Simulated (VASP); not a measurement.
# Si (Fd-3m) in VASP: a series of runs

The runs below take Si through single point, with LDA.

Everything below comes from runs of VASP 6.6.1. Logs are shortened: lines on timing, memory, paths and dates and some standing lists are left out, and cuts for length are marked.

## (1) The undisturbed crystal

The structure is cubic, space group Fd-3m (No. 227). Conventional cell: a = 5.444 Å, b = 5.444 Å, c = 5.444 Å, α = 90.00°, β = 90.00°, γ = 90.00°. Around Si (site symmetry -43m) lie 4 Si at 2.36 Å.

## (2) Single point, LDA (grid = ENCUT=350 dk=0.6 cell=2x2x2 ISMEAR=0 SIGMA=0.05 LREAL=Auto EDIFF=1e-06)

INCAR reads:

```
PREC = Accurate
ENCUT = 350
EDIFF = 1E-6
ISMEAR = 0
SIGMA = 0.05
LREAL = Auto
LASPH = True
NELM = 120
ALGO = Fast
ISIF = 2
LWAVE = False
LCHARG = False
GGA = CA
NBANDS = 40
```

KPOINTS reads:

```
Automatic mesh
0
Gamma
  2 2 2
```

POSCAR reads:

```
Si
1.0
    0.0000000000      5.4437023730      5.4437023730
    5.4437023730      0.0000000000      5.4437023730
    5.4437023730      5.4437023730      0.0000000000
Si
16
Direct
    0.2500000000      0.2500000000      0.2500000000
    0.2500000000      0.2500000000      0.7500000000
    0.2500000000      0.7500000000      0.2500000000
    0.2500000000      0.7500000000      0.7500000000
    0.7500000000      0.2500000000      0.2500000000
    0.7500000000      0.2500000000      0.7500000000
    0.7500000000      0.7500000000      0.2500000000
    0.7500000000      0.7500000000      0.7500000000
    0.3750000000      0.3750000000      0.3750000000
    0.3750000000      0.3750000000      0.8750000000
    0.3750000000      0.8750000000      0.3750000000
    0.3750000000      0.8750000000      0.8750000000
    0.8750000000      0.3750000000      0.3750000000
    0.8750000000      0.3750000000      0.8750000000
    0.8750000000      0.8750000000      0.3750000000
    0.8750000000      0.8750000000      0.8750000000
```

Potentials or basis: VASP PAW LDA potentials, release 64 (Si).

Launch:

```
$ cat potpaw_LDA.64/Si/POTCAR > POTCAR
$ mpirun -np 1 vasp_std > vasp.out
```

OUTCAR:

```text
PREC = Accurate
   ENCUT = 350
   EDIFF = 1E-6
   ISMEAR = 0
   LREAL = Auto
   LASPH = True
   NELM = 120
   ISIF = 2
   GGA = CA

 Found      3 irreducible k-points:

 Following reciprocal coordinates:
            Coordinates               Weight
  0.000000  0.000000  0.000000      1.000000
  0.500000  0.000000  0.000000      4.000000
  0.500000  0.500000  0.000000      3.000000
   k-points           NKPTS =      3   k-points in BZ     NKDIM =      3   number of bands    NBANDS=     40
   number of dos      NEDOS =    301   number of ions     NIONS =     16
   total plane-waves  NPLWV = 110592
   dimension x,y,z NGX =    48 NGY =   48 NGZ =   48
   dimension x,y,z NGXF=    96 NGYF=   96 NGZF=   96
   ions per type =              16
   NGX,Y,Z   is equivalent  to a cutoff of  10.37, 10.37, 10.37 a.u.
   NGXF,Y,Z  is equivalent  to a cutoff of  20.73, 20.73, 20.73 a.u.
 SYSTEM =  unknown system
   PREC   = accura    normal or accurate (medium, high low for compatibility)
   ISTART =      0    job   : 0-new  1-cont  2-samecut
   ICHARG =      2    charge: 1-file 2-atom 10-const
   ISPIN  =      1    spin polarized calculation?
   LNONCOLLINEAR =      F non collinear calculations
   LSORBIT =      F    spin-orbit coupling
   LASPH  =      T    aspherical Exc in radial PAW
   ENCUT  =  350.0 eV  25.72 Ry    5.07 a.u.  11.74 11.74 11.74*2*pi/ulx,y,z
   NELM   =    120;   NELMIN=  2; NELMDL= -5     # of ELM steps
   EDIFF  = 0.1E-05   stopping-criterion for ELM
   LREAL  =      T    real-space projection
   EDIFFG = 0.1E-04   stopping-criterion for IOM
   NSW    =      0    number of steps for IOM
   IBRION =     -1    ionic relax: 0-MD 1-quasi-New 2-CG
   NFREE  =      0    steps in history (QN), initial steepest desc. (CG)
   ISIF   =      2    stress and relaxation
   ISYM   =      2    0-nonsym 1-usesym 2-fastsym
   POTIM  = 0.5000    time-step for ionic-motion
   TEBEG  =    0.0;   TEEND  =   0.0 temperature during run
   PSTRESS=    0.0 pullay stress
   NELECT =      64.0000    total number of electrons
   NUPDOWN=      -1.0000    fix difference up-down
   EMIN   =  10.00;   EMAX   =-10.00  energy-range for DOS
   EFERMI =   0.00;   METHOD = LEGACY
   ISMEAR =     0;   SIGMA  =   0.05  broadening in eV -4-tet -1-fermi 0-gaus
   EFERMI_NEDOS =   21; number of points for ismear=-14 and -15
   IALGO  =     68    algorithm
   IMIX   =      4    mixing-type and parameters
     AMIX     =   0.40;   BMIX     =  1.00
     AMIX_MAG =   1.60;   BMIX_MAG =  1.00
  volume/ion in A,a.u.               =      20.16       136.08
  Fermi-wavevector in a.u.,A,eV,Ry     =   0.954766  1.804247 12.402783  0.911579
  Thomas-Fermi vector in A             =   2.083543
   LORBIT       =      0    0 simple, 1 ext, 2 COOP (PROOUT), +10 PAW based schemes
   GGA     = CA    functional components
   LHFCALC =     F    Hartree Fock is set to
   AEXX    =    0.0000 exact exchange contribution
   IVDW    =     0    specifies the selected vdW correction
   LEPSILON=     F    determine dielectric tensor
   LRPA    =     F    only Hartree local field effects (RPA)
 non-spin polarized calculation
 RMM-DIIS sequential band-by-band and
 Gauss-broadening in eV      SIGMA  =   0.05
  energy-cutoff  :      350.00
  volume of cell :      322.64
 maximum number of plane-waves:      4813
 NGX is ok and might be reduce to    48
   NGX = 23   NGY = 23   NGZ = 23

 number of electron      63.9999990 magnetization

 Free energy of the ion-electron system (eV)
  ---------------------------------------------------
  ext. energy  EPLUGINS =         0.00000000
  ---------------------------------------------------
  free energy    TOTEN  =       -93.72493102 eV

  energy without entropy =      -93.72493102  energy(sigma->0) =      -93.72493102

 E-fermi :   5.9955     XC(G=0):  -9.5632

 val. band max:        5.7437877382   @ k =   0.0000   0.0000   0.0000
 cond. band min:       6.3314168969   @ k =   0.0000   0.0000   0.0000
 fundamental gap:      0.5876291587
 Fermi energy:         5.9954723089

 k-point     1 :       0.0000    0.0000    0.0000
  band No.  band energies     occupation
      1      -6.1785      2.00000
      2      -3.8528      2.00000
      3      -3.8528      2.00000
      4      -3.8528      2.00000
      5      -3.8528      2.00000
      6      -2.0553      2.00000
[... 32 lines left out ...]
     39       7.1326      0.00000
     40       7.1326      0.00000

 k-point     2 :       0.5000    0.0000    0.0000
  band No.  band energies     occupation
      1      -5.3823      2.00000
      2      -5.3823      2.00000
      3      -3.4714      2.00000
      4      -3.4714      2.00000
      5      -3.4714      2.00000
      6      -3.4714      2.00000
[... 32 lines left out ...]
     39       7.6315      0.00000
     40       7.6315      0.00000

 k-point     3 :       0.5000    0.5000    0.0000
  band No.  band energies     occupation
      1      -5.1017      2.00000
      2      -5.1017      2.00000
      3      -4.1431      2.00000
      4      -4.1431      2.00000
      5      -4.1431      2.00000
      6      -4.1431      2.00000
[... 32 lines left out ...]
     39       8.7507      0.00000
     40       8.7507      0.00000

------------------------ aborting loop because EDIFF is reached ----------------------------------------

  FORCE on cell =-STRESS in cart. coord.  units (eV):
  Direction    XX          YY          ZZ          XY          YZ          ZX
  --------------------------------------------------------------------------------------
  -------------------------------------------------------------------------------------
  Total       -3.0885344     -3.0885344     -3.0885344     -0.0000000     -0.0000000      0.0000000
  in kB      -15.3373353    -15.3373353    -15.3373353     -0.0000000     -0.0000000      0.0000000
  external PRESSURE =     -15.3373353 kB  Pullay stress =       0.0000000 kB

 VOLUME and BASIS-vectors are now :
 -----------------------------------------------------------------------------
  energy-cutoff  :      350.00
  volume of cell :      322.64
      direct lattice vectors                 reciprocal lattice vectors
     0.000000000  5.443702373  5.443702373    -0.091849254  0.091849254  0.091849254
     5.443702373  0.000000000  5.443702373     0.091849254 -0.091849254  0.091849254
     5.443702373  5.443702373  0.000000000     0.091849254  0.091849254 -0.091849254

 POSITION                                       TOTAL-FORCE (eV/Angst)
 -----------------------------------------------------------------------------------
      2.72185      2.72185      2.72185        -0.000000     -0.000000      0.000000
      5.44370      5.44370      2.72185        -0.000000     -0.000000      0.000000
      5.44370      2.72185      5.44370        -0.000000     -0.000000      0.000000
      8.16555      5.44370      5.44370        -0.000000     -0.000000      0.000000
      2.72185      5.44370      5.44370        -0.000000     -0.000000      0.000000
      5.44370      8.16555      5.44370        -0.000000     -0.000000      0.000000
[... 8 lines left out ...]
      6.80463      6.80463      9.52648         0.000000      0.000000     -0.000000
      9.52648      9.52648      9.52648         0.000000      0.000000     -0.000000
 -----------------------------------------------------------------------------------
    total drift:                               -0.000000      0.000000     -0.000000

  FREE ENERGIE OF THE ION-ELECTRON SYSTEM (eV)
  ---------------------------------------------------
  free  energy   TOTEN  =       -93.7249310227 eV

  energy  without entropy=      -93.7249310227  energy(sigma->0) =      -93.72493102
```

Run time: 29 s. Hardware: 1 thread of Intel Xeon Platinum 8488C (Sapphire Rapids), shared host; peak memory 0.23 GiB.

The run converged, but some of its settings lie outside the range that counts as converged, so its numbers aren't taken as properties of the crystal.

Results:

```
Free energy            : -93.7249 eV
Pressure               : -1.5 GPa
Band gap on the k mesh : 0.59 eV
```

Caveat: the k mesh is coarse (spacing up to 0.50 Å⁻¹), so the values aren't converged.

## (3) Single point, LDA (grid = ENCUT=250 dk=0.45 cell=2x2x2 ISMEAR=0 SIGMA=0.05 LREAL=Auto EDIFF=1e-06)

Edit INCAR of step 2 so:

```diff
@@ -1,3 +1,3 @@
 PREC = Accurate
-ENCUT = 350
+ENCUT = 250
 EDIFF = 1E-6
```

KPOINTS reads:

```
Automatic mesh
0
Gamma
  3 3 3
```

POSCAR is that of step 2.

Potentials or basis: VASP PAW LDA potentials, release 64 (Si).

Launch:

```
$ cat potpaw_LDA.64/Si/POTCAR > POTCAR
$ mpirun -np 1 vasp_std > vasp.out
```

OUTCAR:

```text
PREC = Accurate
   ENCUT = 250
   EDIFF = 1E-6
   ISMEAR = 0
   LREAL = Auto
   LASPH = True
   NELM = 120
   ISIF = 2
   GGA = CA

 Found      4 irreducible k-points:

 Following reciprocal coordinates:
            Coordinates               Weight
  0.000000  0.000000  0.000000      1.000000
  0.333333  0.000000  0.000000      8.000000
  0.333333  0.333333  0.000000      6.000000
 -0.333333  0.333333  0.000000     12.000000
   k-points           NKPTS =      4   k-points in BZ     NKDIM =      4   number of bands    NBANDS=     40
   number of dos      NEDOS =    301   number of ions     NIONS =     16
   total plane-waves  NPLWV =  64000
   dimension x,y,z NGX =    40 NGY =   40 NGZ =   40
   dimension x,y,z NGXF=    80 NGYF=   80 NGZF=   80
   ions per type =              16
   NGX,Y,Z   is equivalent  to a cutoff of   8.64,  8.64,  8.64 a.u.
   NGXF,Y,Z  is equivalent  to a cutoff of  17.28, 17.28, 17.28 a.u.
 SYSTEM =  unknown system
   PREC   = accura    normal or accurate (medium, high low for compatibility)
   ISTART =      0    job   : 0-new  1-cont  2-samecut
   ICHARG =      2    charge: 1-file 2-atom 10-const
   ISPIN  =      1    spin polarized calculation?
   LNONCOLLINEAR =      F non collinear calculations
[... 63 lines left out ...]
      1      -6.2054      2.00000
      2      -3.8842      2.00000
      3      -3.8842      2.00000
      4      -3.8842      2.00000
      5      -3.8842      2.00000
      6      -2.0856      2.00000
[... 161 lines left out ...]
     39       8.9984      0.00000
     40       9.1311      0.00000

------------------------ aborting loop because EDIFF is reached ----------------------------------------

  FORCE on cell =-STRESS in cart. coord.  units (eV):
  Direction    XX          YY          ZZ          XY          YZ          ZX
  --------------------------------------------------------------------------------------
  -------------------------------------------------------------------------------------
  Total       -4.4757020     -4.4757020     -4.4757020      0.0000000     -0.0000000     -0.0000000
  in kB      -22.2258631    -22.2258631    -22.2258631      0.0000000     -0.0000000     -0.0000000
  external PRESSURE =     -22.2258631 kB  Pullay stress =       0.0000000 kB

 VOLUME and BASIS-vectors are now :
 -----------------------------------------------------------------------------
  energy-cutoff  :      250.00
  volume of cell :      322.64
      direct lattice vectors                 reciprocal lattice vectors
     0.000000000  5.443702373  5.443702373    -0.091849254  0.091849254  0.091849254
     5.443702373  0.000000000  5.443702373     0.091849254 -0.091849254  0.091849254
     5.443702373  5.443702373  0.000000000     0.091849254  0.091849254 -0.091849254

 POSITION                                       TOTAL-FORCE (eV/Angst)
 -----------------------------------------------------------------------------------
      2.72185      2.72185      2.72185        -0.000000      0.000000     -0.000000
      5.44370      5.44370      2.72185        -0.000000     -0.000000     -0.000000
      5.44370      2.72185      5.44370        -0.000000      0.000000     -0.000000
      8.16555      5.44370      5.44370        -0.000000     -0.000000     -0.000000
      2.72185      5.44370      5.44370        -0.000000      0.000000     -0.000000
      5.44370      8.16555      5.44370        -0.000000     -0.000000     -0.000000
[... 8 lines left out ...]
      6.80463      6.80463      9.52648         0.000000      0.000000      0.000000
      9.52648      9.52648      9.52648         0.000000     -0.000000      0.000000
 -----------------------------------------------------------------------------------
    total drift:                                0.000000     -0.000000      0.000000

  FREE ENERGIE OF THE ION-ELECTRON SYSTEM (eV)
  ---------------------------------------------------
  free  energy   TOTEN  =       -94.9193713503 eV

  energy  without entropy=      -94.9193713503  energy(sigma->0) =      -94.91937135
```

OSZICAR:

```text
N       E                     dE             d eps       ncg     rms          rms(c)
DAV:   1     0.939296295247E+02    0.93930E+02   -0.15975E+04   320   0.736E+02
DAV:   2    -0.869094983837E+02   -0.18084E+03   -0.17097E+03   408   0.145E+02
DAV:   3    -0.967826289114E+02   -0.98731E+01   -0.97063E+01   408   0.332E+01
DAV:   4    -0.969991333190E+02   -0.21650E+00   -0.21574E+00   392   0.572E+00
DAV:   5    -0.970063444052E+02   -0.72111E-02   -0.72078E-02   400   0.884E-01    0.154E+01
RMM:   6    -0.955690703685E+02    0.14373E+01   -0.75588E-01   323   0.268E+00    0.924E+00
RMM:   7    -0.949063685910E+02    0.66270E+00   -0.20061E+00   347   0.427E+00    0.573E-01
RMM:   8    -0.949144421992E+02   -0.80736E-02   -0.17855E-01   349   0.162E+00    0.284E-01
RMM:   9    -0.949189529164E+02   -0.45107E-02   -0.47430E-02   360   0.768E-01    0.273E-01
RMM:  10    -0.949193470970E+02   -0.39418E-03   -0.83252E-03   370   0.369E-01    0.167E-01
RMM:  11    -0.949193091945E+02    0.37903E-04   -0.26565E-03   360   0.203E-01    0.128E-01
RMM:  12    -0.949193579741E+02   -0.48780E-04   -0.44040E-04   374   0.886E-02    0.953E-02
RMM:  13    -0.949193703839E+02   -0.12410E-04   -0.13457E-04   395   0.426E-02    0.913E-02
RMM:  14    -0.949193715105E+02   -0.11266E-05   -0.17826E-05   358   0.182E-02    0.457E-02
RMM:  15    -0.949193713503E+02    0.16017E-06   -0.30971E-06   254   0.727E-03
   1 F= -.94919371E+02 E0= -.94919371E+02  d E =-.153162E-12
```

Run time: 28 s. Hardware: 1 thread of Intel Xeon Platinum 8488C (Sapphire Rapids), shared host; peak memory 0.18 GiB.

These settings aren't checked as converged: the numbers below hold their error.

What came out:

| Item | Value |
| --- | --- |
| Free energy | -94.9194 eV |
| Band gap on the k mesh | 0.62 eV |

Caveat: the cutoff is under 1.25 times the usual one of these potentials, so pressure, stress and relaxed cells hold a basis-set (Pulay) error; an odd mesh through Γ misses points on the zone boundary, where band edges often lie.

## (4) Single point, LDA (grid = ENCUT=300 dk=0.45 cell=2x2x2 ISMEAR=0 SIGMA=0.05 LREAL=Auto EDIFF=1e-06)

Edit INCAR of step 3 so:

```diff
@@ -1,3 +1,3 @@
 PREC = Accurate
-ENCUT = 250
+ENCUT = 300
 EDIFF = 1E-6
```

KPOINTS is that of step 3.

POSCAR is that of step 3.

Launch:

```
$ cat potpaw_LDA.64/Si/POTCAR > POTCAR
$ mpirun -np 1 vasp_std > vasp.out
```

Run time: 40 s. Hardware: 1 thread of Intel Xeon Platinum 8488C (Sapphire Rapids), shared host; peak memory 0.23 GiB.

These settings aren't checked as converged: the numbers below hold their error.

Results:

- Free energy: -95.0551 eV
- Pressure: -2.1 GPa
- Band gap on the k mesh: 0.62 eV

Caveat: the cutoff is under 1.25 times the usual one of these potentials, so pressure, stress and relaxed cells hold a basis-set (Pulay) error; an odd mesh through Γ misses points on the zone boundary, where band edges often lie.

## (5) Single point, LDA (grid = ENCUT=350 dk=0.45 cell=2x2x2 ISMEAR=0 SIGMA=0.05 LREAL=Auto EDIFF=1e-06)

Edit INCAR of step 4 so:

```diff
@@ -1,3 +1,3 @@
 PREC = Accurate
-ENCUT = 300
+ENCUT = 350
 EDIFF = 1E-6
```

KPOINTS is that of step 4.

POSCAR is that of step 4.

Launch:

```
$ cat potpaw_LDA.64/Si/POTCAR > POTCAR
$ mpirun -np 1 vasp_std > vasp.out
```

Run time: 39 s. Hardware: 1 thread of Intel Xeon Platinum 8488C (Sapphire Rapids), shared host; peak memory 0.23 GiB.

The run converged, but some of its settings lie outside the range that counts as converged, so its numbers aren't taken as properties of the crystal.

Results:

```
Free energy            : -95.0931 eV
Pressure               : -2.1 GPa
Band gap on the k mesh : 0.61 eV
```

Caveat: an odd mesh through Γ misses points on the zone boundary, where band edges often lie.
